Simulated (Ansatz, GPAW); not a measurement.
# The basis that the transmission of N2 in line between two Ge chains needs, part 3 of 3

Wanted: the zero-bias transmission of N2 in line between two Ge chains on a ladder of levels, with run times.

GPAW 26.7.0 and Ansatz 0.2.0; Ansatz plane waves; Landauer transmission by layers, zero bias (the session's first sound run).

So far, transmission at the Fermi level (one spin): step 2 (plane-wave reference (PBE)) 1.99; step 3 (GPAW, dzp, PBE, GPAW) 1.99; step 4 (single-zeta polarised basis, PBE, GPAW) 1.96; step 5 (minimal basis, PBE, GPAW) 1.97; step 6 (revPBE in the dzp basis: xc = "revPBE") 2.00.

## 9. Functional revPBE, SCF mesh 1×1×1, mixing 0.02

The functional moves levels against the Fermi level. The SCF mesh sets the Fermi level of the repeated cell. Mixing changes the road to self-consistency, not its end. The mixing history changes the road to self-consistency, not its end.

This step: GPAW LCAO, PAW setups; Landauer transmission from Green's functions with principal layers (ASE), zero bias (GPAW 26.7.0).

Contents of run.py:

```python
import json
import numpy as np
from ase import Atoms
from ase.transport.calculators import TransportCalculator
from gpaw import GPAW, FermiDirac
from gpaw.lcao.tools import get_lcao_hamiltonian
from scipy.linalg import eigh

# The junction with lead layers at both ends, along the third cell vector
device = Atoms(
    ['Ge', 'Ge', 'Ge', 'Ge', 'Ge', 'N', 'N', 'Ge', 'Ge', 'Ge', 'Ge', 'Ge'],
    positions=[
        [4.50000, 4.50000, 1.17500],
        [4.50000, 4.50000, 3.52500],
        [4.50000, 4.50000, 5.87500],
        [4.50000, 4.50000, 8.22500],
        [4.50000, 4.50000, 10.57500],
        [4.50000, 4.50000, 12.31730],
        [4.50000, 4.50000, 13.45730],
        [4.50000, 4.50000, 15.19960],
        [4.50000, 4.50000, 17.54960],
        [4.50000, 4.50000, 19.89960],
        [4.50000, 4.50000, 22.24960],
        [4.50000, 4.50000, 24.59960]],
    cell=[[9.0, 0.0, 0.0], [0.0, 9.0, 0.0], [0.0, 0.0, 25.7746]],
    pbc=True)

# One principal layer of the lead: the first 3 atoms of the device
lead = Atoms(
    ['Ge', 'Ge', 'Ge'],
    positions=[
        [4.50000, 4.50000, 1.17500],
        [4.50000, 4.50000, 3.52500],
        [4.50000, 4.50000, 5.87500]],
    cell=[[9.0, 0.0, 0.0], [0.0, 9.0, 0.0], [0.0, 0.0, 7.05]],
    pbc=True)

settings = dict(mode='lcao', basis='dzp', xc='revPBE', h=0.18,
                occupations=FermiDirac(0.1), maxiter=250,
                mixer=dict(beta=0.02, nmaxold=12, weight=100.0),
                convergence=dict(density=0.0001))
energies = np.arange(-2, 2 + 1e-9, 0.05)
eta = 0.0001
n1, n2 = 1, 1
# k and -k transmit alike, so half of the mesh across the current serves
mesh = [(i, j) for i in range(n1) for j in range(n2) if (i, j) <= (-i % n1, -j % n2)]
weights = np.array([1 if (i, j) == (-i % n1, -j % n2) else 2 for i, j in mesh]) / (n1 * n2)

# [... helper functions left out ...]
fermi_lead = ground_state(lead, (1, 1, 16), 'lead.txt')
fermi_device = ground_state(device, (1, 1, 1), 'device.txt')
# [... loop over the mesh left out, but for ...]
        # Shift the lead onto the potential of the device's first layer
        shift = ((H[:, 0, 0] - H0[:, 0, 0]) / S0[0, 0]).real.mean()
# [...]
kT = 8.617333e-5 * 300
bias = [0.1, 0.2, 0.5, 1.0, 1.5, 2.0]
# [... integrals and printing left out ...]
```

Command:

```console
$ OMP_NUM_THREADS=1 OPENBLAS_NUM_THREADS=2 python run.py
```

The log of the run:

```text
basis functions: device 156, principal layer 39
Fermi level: lead -3.4700 eV, device -3.1728 eV; lead shifted by -0.1000 eV
largest coupling past the next layer 9.82e-06 eV, largest misfit of the first layer 0.055 eV
  E-E_F (eV)   T (one spin)  [channel counts left out]
    -2.000    8.0549e-02
    -1.950    7.9813e-02
    -1.900    7.9152e-02
    -1.850    7.8558e-02
    -1.800    7.8026e-02
    -1.750    7.7551e-02
    -1.700    7.7128e-02
    -1.650    7.6754e-02
    -1.600    7.6424e-02
    -1.550    7.6136e-02
    -1.500    7.5886e-02
    -1.450    7.5672e-02
    -1.400    7.5490e-02
    -1.350    7.5340e-02
    -1.300    7.5217e-02
    -1.250    7.5120e-02
[...]
1.650    2.0392e+00
     1.700    2.0438e+00
     1.750    2.0482e+00
     1.800    2.0523e+00
     1.850    2.0563e+00
     1.900    2.0598e+00
     1.950    2.0629e+00
     2.000    2.0655e+00
conductance at 300 K: 1.9723 G0 a cell; thermopower 0.1132 uV/K
current from the zero-bias T(E) at 0.1 V: 15.283 uA
current from the zero-bias T(E) at 0.2 V: 30.573 uA
current from the zero-bias T(E) at 0.5 V: 76.545 uA
current from the zero-bias T(E) at 1.0 V: 153.47 uA
current from the zero-bias T(E) at 1.5 V: 229.22 uA
current from the zero-bias T(E) at 2.0 V: 300.33 uA
```

It took 32 s on 2 threads of Arm Neoverse V2, shared host; peak memory 1.3 GiB.

The run finished with changed settings (xc = "revPBE", scf_mesh = [1, 1, 1], beta = 0.02 and nmaxold = 12); it serves as a test.

Side by side:

| quantity | this run | sound run | difference |
| --- | --- | --- | --- |
| conductance (G₀) | 1.9723 | 1.9928 | -0.0205 |
| largest coupling past the next principal layer (eV) | 9.823e-6 | 9.772e-6 | 5.1e-8 |
| largest misfit of the first principal layer (eV) | 0.054757 | 0.035925 | 0.0188 |
| shift that aligns the lead (eV) | -0.099981 | -0.030576 | -0.0694 |
| transmission at the Fermi level (one spin) | 1.9718 | 1.9933 | -0.0215 |

One result that differs is the shift that aligns the lead, -0.1000 eV against -0.0306 eV.

## 10. Broadening 0.001, grid spacing 0.3

The broadening keeps the Green's functions finite; too large a value absorbs electrons where channels are open and leaks them where none are. The real-space grid carries density and potential; a coarse one breaks translation symmetry along the lead and scatters electrons that should pass.

Edit run.py of step 9 so:

```diff
@@ -37,8 +37,8 @@
 
-settings = dict(mode='lcao', basis='dzp', xc='revPBE', h=0.18,
+settings = dict(mode='lcao', basis='dzp', xc='PBE', h=0.3,
                 occupations=FermiDirac(0.1), maxiter=250,
-                mixer=dict(beta=0.02, nmaxold=12, weight=100.0),
+                mixer=dict(beta=0.1, nmaxold=8, weight=100.0),
                 convergence=dict(density=0.0001))
 energies = np.arange(-2, 2 + 1e-9, 0.05)
-eta = 0.0001
+eta = 0.001
 n1, n2 = 1, 1
@@ -50,3 +50,3 @@
 fermi_lead = ground_state(lead, (1, 1, 16), 'lead.txt')
-fermi_device = ground_state(device, (1, 1, 1), 'device.txt')
+fermi_device = ground_state(device, (1, 1, 3), 'device.txt')
 # [... loop over the mesh left out, but for ...]
```

The log of the run:

```text
basis functions: device 156, principal layer 39
Fermi level: lead -3.5427 eV, device -3.4391 eV; lead shifted by -0.0251 eV
largest coupling past the next layer 9.74e-06 eV, largest misfit of the first layer 0.034 eV
  E-E_F (eV)   T (one spin)  channels
    -2.000    7.0979e-02    1.0000
    -1.950    7.0596e-02    1.0000
    -1.900    7.0261e-02    1.0000
    -1.850    6.9966e-02    1.0000
    -1.800    6.9707e-02    1.0000
    -1.750    6.9479e-02    1.0000
    -1.700    6.9277e-02    1.0000
    -1.650    6.9097e-02    1.0000
    -1.600    6.8937e-02    1.0000
    -1.550    6.8794e-02    1.0000
    -1.500    6.8664e-02    1.0000
    -1.450    6.8547e-02    1.0000
    -1.400    6.8439e-02    1.0000
    -1.350    6.8340e-02    1.0000
    -1.300    6.8247e-02    1.0000
    -1.250    6.8166e-02    1.0000
[...]
1.650    2.0330e+00    3.0000
     1.700    2.0355e+00    3.0000
     1.750    2.0378e+00    3.0000
     1.800    2.0399e+00    3.0000
     1.850    2.0418e+00    3.0000
     1.900    2.0435e+00    3.0000
     1.950    2.0450e+00    3.0000
     2.000    2.0464e+00    3.0000
conductance at 300 K: 1.974 G0 a cell; thermopower -0.06451 uV/K
current from the zero-bias T(E) at 0.1 V: 15.293 uA
current from the zero-bias T(E) at 0.2 V: 30.58 uA
current from the zero-bias T(E) at 0.5 V: 76.336 uA
current from the zero-bias T(E) at 1.0 V: 151.78 uA
current from the zero-bias T(E) at 1.5 V: 224.93 uA
current from the zero-bias T(E) at 2.0 V: 292.53 uA
```

The job ended after 11 s (2 threads; peak memory 0.31 GiB).

The run finished with changed settings (eta = 0.001 and h = 0.3); it serves as a test.

Side by side:

| quantity | this run | sound run | difference |
| --- | --- | --- | --- |
| conductance (G₀) | 1.9740 | 1.9928 | -0.0189 |
| largest coupling past the next principal layer (eV) | 9.743e-6 | 9.772e-6 | -2.9e-8 |
| largest misfit of the first principal layer (eV) | 0.033843 | 0.035925 | -0.00208 |
| shift that aligns the lead (eV) | -0.025149 | -0.030576 | 0.00543 |
| transmission at the Fermi level (one spin) | 1.9744 | 1.9933 | -0.0189 |

## 11. What came out

| Quantity | Value |
| --- | --- |
| conductance | 1.99 G₀ |
| transmission at the Fermi level, mean of the spins | 1.99 |
| thermopower | about 0 (under 1.5 μV/K) |
| open channels of the lead there | 3 |

In words: In the dzp basis the junction conducts 1.99 G₀ at 300 K, with T = 1.99 a spin at the Fermi level; the sz basis reaches that conductance within 10 %. Plane waves (PBE) give T = 1.99 there. The scatterer reflects about 34 % of the incoming channels at the Fermi level. At the Fermi level the three most open eigenchannels pass 0.96, 0.96 and 0.073. Measured against the first run (pw-pbe), the nearest curve is that of dzp-revPBE (r.m.s. 0.044) and the farthest that of szp (0.15). Over the compared runs wall time goes from 23 s (sz) to 112 s (pw-pbe), on a shared host. The geometry was built from estimated bond lengths and not relaxed, so the numbers describe this model structure. An evenly spaced straight chain is an idealisation: free chains tend to dimerise, zigzag or, where a band edge lies near the Fermi level, turn magnetic. The currents use the zero-bias T(E) throughout, which holds only while the bias is small against the distance to the nearest feature. The energy step is wider than the thermal energy, so the conductance and thermopower rest on interpolation of T(E).

[Logs are printed without paths, hosts, clocks, repeated set-up lines and the standing remarks that a program may print on its own settings, such as how far it seeks lower states.]

[Hosts, paths, dates, database ids (printed as entryN), source tags and the programs' standing remarks are cut or masked in the printed files.]
